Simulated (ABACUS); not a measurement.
# RbBr (Fm-3m) in ABACUS: notebook

Aim: see how the results for RbBr move with the level of theory and the settings. Levels: LDA, r2SCAN. Tasks: single point, relaxation of cell and atoms.

All numbers are computed with ABACUS 3.10.1; they aren't measurements. Logs are shortened: lines on timing, memory, paths and dates and some standing lists are left out, and cuts for length are marked.

### Step 1. The structure

The structure is cubic, space group Fm-3m (No. 225). The conventional cell has a = 6.854 Å, b = 6.854 Å, c = 6.854 Å, α = 90.00°, β = 90.00°, γ = 90.00°. Rb (site symmetry m-3m) has 6 Br at 3.43 Å as nearest neighbours. Br (site symmetry m-3m) has 6 Rb at 3.43 Å as nearest neighbours.

### Step 2. Single point, LDA

The input, INPUT:

```
INPUT_PARAMETERS
suffix              RbBr
calculation         scf
basis_type          pw
pseudo_dir          ./
latname             fcc
symmetry            1
dft_functional      pz
ecutwfc             40
pseudo_rcut         10
nspin               1
nbands              18
ks_solver           dav
smearing_method     fd
smearing_sigma      0.00367493
scf_thr             1e-08
scf_nmax            100
mixing_type         broyden
mixing_beta         0.7
cal_force           1
cal_stress          1
ecutrho             320
out_chg             1
out_pot             2
out_elf             0
kpar                4
```

The input, STRU:

```
ATOMIC_SPECIES
Rb 85.4678 rb_lda_v1.uspp.F.UPF
Br 79.9040 br_lda_v1.4.uspp.F.UPF

LATTICE_CONSTANT
12.9521828582

ATOMIC_POSITIONS
Direct

Rb
0.0
1
0.0000000000 0.0000000000 0.0000000000 1 1 1

Br
0.0
1
0.5000000000 0.5000000000 0.5000000000 1 1 1
```

The input, KPT:

```
K_POINTS
0
Gamma
6 6 6 0 0 0
```

Potentials or basis: GBRV ultrasoft 1.5 LDA, plane waves.

On the command line:

```
$ OMP_NUM_THREADS=1 mpirun -np 4 abacus > log
```

running log:

```text
ABACUS v3.10.1

               Atomic-orbital Based Ab-initio Computation at UStc

 ------------------------------------------------------------------------------------

 READING GENERAL INFORMATION
                           global_out_dir = OUT.RbBr/
                           global_in_card = INPUT
                               pseudo_dir = ./
                              orbital_dir =
                                    DSIZE = 4
                                    GSIZE = 1

 READING UNITCELL INFORMATION
                                    ntype = 2
                  lattice constant (Bohr) = 12.9522
              lattice constant (Angstrom) = 6.854

 READING ATOM TYPE 1
                               atom label = Rb
                      L=0, number of zeta = 1
                      L=1, number of zeta = 1
                      L=2, number of zeta = 1
             number of atom for this type = 1

 READING ATOM TYPE 2
                               atom label = Br
                      L=0, number of zeta = 1
                      L=1, number of zeta = 1
                      L=2, number of zeta = 1
             number of atom for this type = 1

                        TOTAL ATOM NUMBER = 2
DIRECT COORDINATES
    atom                   x                   y                   z     mag                  vx                  vy                  vz
taud_Rb1            0.0000000000        0.0000000000        0.0000000000  0.0000        0.0000000000        0.0000000000        0.0000000000
taud_Br1            0.5000000000        0.5000000000        0.5000000000  0.0000        0.0000000000        0.0000000000        0.0000000000

                          Volume (Bohr^3) = 543.211
                             Volume (A^3) = 80.4955

 Lattice vectors: (Cartesian coordinate: in unit of a_0)
                 -0.5                  +0                +0.5
                   +0                +0.5                +0.5
                 -0.5                +0.5                  +0
 Reciprocal vectors: (Cartesian coordinate: in unit of 2 pi/a_0)
                   -1                  -1                  +1
                   +1                  +1                  +1
                   -1                  +1                  -1
 The esolver type has been set to : ksdft_pw

                PAO radial cut off (Bohr) = 10

 Read in pseudopotential file is rb_lda_v1.uspp.F.UPF
                     pseudopotential type = US
          exchange-correlation functional = PZ
                 nonlocal core correction = 1
                        valence electrons = 9
                                     lmax = 2
                           number of zeta = 4
                     number of projectors = 6
                           L of projector = 0
                           L of projector = 0
                           L of projector = 1
                           L of projector = 1
                           L of projector = 2
                           L of projector = 2
[... 179 lines left out ...]
 projector 4 L=1
 projector 5 L=2
 projector 6 L=2
      TOTAL NUMBER OF NONLOCAL PROJECTORS = 36

 Init Non-Local PseudoPotential table :
 Init Non-Local-Pseudopotential done.

                                     npwx = 2332

 Make real space PAO into reciprocal space.
       max mesh points in Pseudopotential = 703
     dq(describe PAO in reciprocal space) = 0.01
                                    max q = 763

 number of pseudo atomic orbitals for Rb is 4
WARNING: norm of atomic wavefunction # 3 of atomic type Rb is 0.995612, renormalized
WARNING: norm of atomic wavefunction # 4 of atomic type Rb is 0.976996, renormalized

 number of pseudo atomic orbitals for Br is 2
WARNING: norm of atomic wavefunction # 2 of atomic type Br is 0.999998, renormalized

 -------------------------------------------
 SELF-CONSISTENT
 -------------------------------------------
                                 init_chg = atomic

 PW ALGORITHM --------------- ION=   1  ELEC=   1--------------------------------

 Notice: Threshold on eigenvalues was too large.
 hsover_error=0.16 > DRHO=0.0677833
 Origin diag ethr = 0.01
 New diag ethr = 0.000423646

 Density error is 0.068558315901
                          Error Threshold = 0.000423645531968
----------------------------------------------------------
     Energy           Rydberg                 eV
----------------------------------------------------------
 E_KohnSham     -100.0667526976      -1361.4780170439
 E_Harris       -100.9077085609      -1372.9198085517
 E_Fermi        0.1934360624         2.6318326471
----------------------------------------------------------
[... 63 lines left out ...]
 Density error is 4.45489548582e-10
                          Error Threshold = 1.11481121528e-10
----------------------------------------------------------
     Energy           Rydberg                 eV
----------------------------------------------------------
 E_KohnSham     -100.0789588212      -1361.6440898757
 E_KS(sigma->0) -100.0789588212      -1361.6440898757
 E_Harris       -100.0789851473      -1361.6444480606
 E_band         -8.1447968934        -110.8156468024
 E_one_elec     -19.2245925274       -261.5640001010
 E_Hartree      14.6834087331        199.7780248325
 E_xc           -38.9188698466       -529.5183896342
 E_Ewald        -56.6189051802       -770.3397249730
 E_entropy(-TS) 0.0000000000         0.0000000000
 E_descf        0.0000000000         0.0000000000
 E_exx          0.0000000000         0.0000000000
 E_Fermi        0.2197426693         2.9897523966
----------------------------------------------------------

 charge density convergence is achieved
 final etot is -1361.6440899 eV
 EFERMI = 2.9897523966 eV
The vacuum level is 4.8029207319 eV

 STATE ENERGY(eV) AND OCCUPATIONS    NSPIN == 1
 1/4 kpoint (Cartesian) = 0.0000 0.0000 0.0000 (2277 pws)
       1       -23.3675     0.00925926
       2       -11.2743     0.00925926
       3       -7.44346     0.00925926
       4       -7.44346     0.00925926
       5       -7.44346     0.00925926
       6       0.975405     0.00925926
[... 59 lines left out ...]
       6     -0.0804265      0.0370370
[... 10 lines left out ...]
      17        12.1909    4.45276e-82
      18        13.7675        0.00000

------------------------------------------------------------------------------------------
 TOTAL-FORCE (eV/Angstrom)
------------------------------------------------------------------------------------------
                       Rb1         0.0000000000         0.0000000000         0.0000000000
                       Br1         0.0000000000         0.0000000000         0.0000000000
------------------------------------------------------------------------------------------

----------------------------------------------------------------
 TOTAL-STRESS (KBAR)
----------------------------------------------------------------
       -12.6521414072         0.0000000000         0.0000000000
         0.0000000000       -12.6521414072        -0.0000000000
         0.0000000000         0.0000000000       -12.6521414072
----------------------------------------------------------------
 TOTAL-PRESSURE: -12.652141 KBAR

 --------------------------------------------
 !FINAL_ETOT_IS -1361.6440898756761726 eV
 --------------------------------------------
```

Run time: 57 s. Hardware: 4 MPI ranks of AMD EPYC 7R43 (Zen 3), shared host; peak memory 1 GiB.

Results:

| Property | Result |
| --- | --- |
| Free energy | -1361.6441 eV |
| Pressure | -1.3 GPa |
| Band gap on the k mesh | 3.95 eV, direct |

Expect the measured gap to be larger: semilocal functionals such as LDA lack the derivative discontinuity.

### Step 3. Relaxation of cell and atoms, LDA

The input, run_abacus.py:

```python
"""ABACUS run from a structure file: ASE reads it, the script writes STRU, KPT and INPUT."""
import re
import subprocess
from ase.io import read
from ase.units import Bohr

atoms = read("POSCAR")
atoms = atoms[(-atoms.numbers).argsort(kind="stable")]  # ABACUS lists atoms element by element
pseudo = {'Rb': 'rb_lda_v1.uspp.F.UPF', 'Br': 'br_lda_v1.4.uspp.F.UPF'}
orbital = {}
magmoms = None
kmesh = [6, 6, 6]
params = {
    'suffix': 'RbBr',
    'calculation': 'cell-relax',
    'basis_type': 'pw',
    'pseudo_dir': './',
    'symmetry': 1,
    'dft_functional': 'pz',
    'ecutwfc': 40,
    'pseudo_rcut': 10,
    'nspin': 1,
    'nbands': 12,
    'ks_solver': 'dav',
    'smearing_method': 'fd',
    'smearing_sigma': 0.00367493,
    'scf_thr': 1e-08,
    'scf_nmax': 100,
    'mixing_type': 'broyden',
    'mixing_beta': 0.7,
    'cal_force': 1,
    'cal_stress': 1,
    'ecutrho': 320,
    'relax_nmax': 60,
    'force_thr_ev': 0.005,
    'relax_method': 'cg',
    'out_stru': 1,
    'stress_thr': 1,
    'kpar': 4,
}

symbols = atoms.get_chemical_symbols()
elements = list(dict.fromkeys(symbols))
lines = ["ATOMIC_SPECIES"] + [f"{e} {atoms.get_masses()[symbols.index(e)]:.4f} {pseudo[e]}" for e in elements]
if orbital:
    lines += ["", "NUMERICAL_ORBITAL"] + [orbital[e] for e in elements]
lines += ["", "LATTICE_CONSTANT", f"{1 / Bohr:.10f}", "", "LATTICE_VECTORS"]
lines += [" ".join(f"{x:.10f}" for x in v) for v in atoms.cell]
lines += ["", "ATOMIC_POSITIONS", "Direct"]
for e in elements:
    lines += ["", e, "0.0", str(symbols.count(e))]
    for i, p in enumerate(atoms.get_scaled_positions(wrap=False)):
        if symbols[i] == e:
            mag = "" if magmoms is None else " mag " + " ".join(str(x) for x in (magmoms[i] if isinstance(magmoms[i], list) else [magmoms[i]]))
            lines.append(" ".join(f"{x:.10f}" for x in p) + " 1 1 1" + mag)
open("STRU", "w").write("\n".join(lines) + "\n")
open("KPT", "w").write("K_POINTS\n0\nGamma\n%d %d %d 0 0 0\n" % tuple(kmesh))
open("INPUT", "w").write("INPUT_PARAMETERS\n" + "".join(f"{k:<20s}{v}\n" for k, v in params.items()))

done = subprocess.run(['mpirun', '-np', '4', 'abacus'])
if done.returncode:
    raise SystemExit(done.returncode)
log = open("OUT.RbBr/running_cell-relax.log").read()
print("final energy (eV):", re.findall(r"FINAL_ETOT_IS (\S+)", log))
```

The input, POSCAR:

```
RbBr
1.0
    0.0000000000      3.4270000000      3.4270000000
    3.4270000000      0.0000000000      3.4270000000
    3.4270000000      3.4270000000      0.0000000000
Rb Br
1 1
Direct
    0.0000000000      0.0000000000      0.0000000000
    0.5000000000      0.5000000000      0.5000000000
```

Potentials or basis: GBRV ultrasoft 1.5 LDA, plane waves.

On the command line:

```
$ OMP_NUM_THREADS=1 python run_abacus.py > log
```

Run time: 2.4 min. Hardware: 4 MPI ranks of AMD EPYC 7R43 (Zen 3), shared host; peak memory 1 GiB.

Results (log left out):

| Property | Result |
| --- | --- |
| Free energy | -1361.6717 eV |
| Relaxed volume | 36.89 Å³/atom |
| Relaxed cell | a = 4.708 Å, b = 4.708 Å, c = 4.708 Å, α = 60.00°, β = 60.00°, γ = 60.00° |
| Space group after relaxing (to 0.05 Å) | Fm-3m (No. 225) |
| Energy gained by relaxing | 13.8 meV/atom |
| Ionic steps | 3 |
| Pressure after relaxing | 0.0 GPa |
| Band gap on the k mesh | 4.17 eV, direct |

The path:
| step | energy change (eV) | largest force (eV/Å) | pressure (GPa) | volume (Å³) |
| --- | --- | --- | --- | --- |
| 1 | 0.0000 | 0.0000 | -1.27 | 80.50 |
| 2 | -0.0223 | 0.0000 | -0.62 | 76.72 |
| 3 | -0.0276 | 0.0000 | 0.05 | 73.77 |

Final structure:
```
Rb Br
1.0
     0.00000    3.32878    3.32878
     3.32878    0.00000    3.32878
     3.32878    3.32878    0.00000
Rb Br
1 1
Direct
  0.00000 0.00000 0.00000
  0.50000 0.50000 0.50000
```

Levels at points of the mesh, in eV from the valence-band top:
| k point | band 5 | band 6 | band 7 | band 8 | band 9 | band 10 |
| --- | --- | --- | --- | --- | --- | --- |
| (0.00, 0.00, 0.00) | -8.26 | 0.00 | 0.00 | 0.00 | 4.17 | 7.05 |
| (0.50, 0.50, 0.50) | -8.19 | -1.22 | -0.46 | -0.46 | 6.68 | 7.71 |
| (0.50, 0.50, 0.00) | -8.37 | -0.51 | -0.17 | -0.17 | 5.19 | 7.13 |

[end of part 1 of 2]
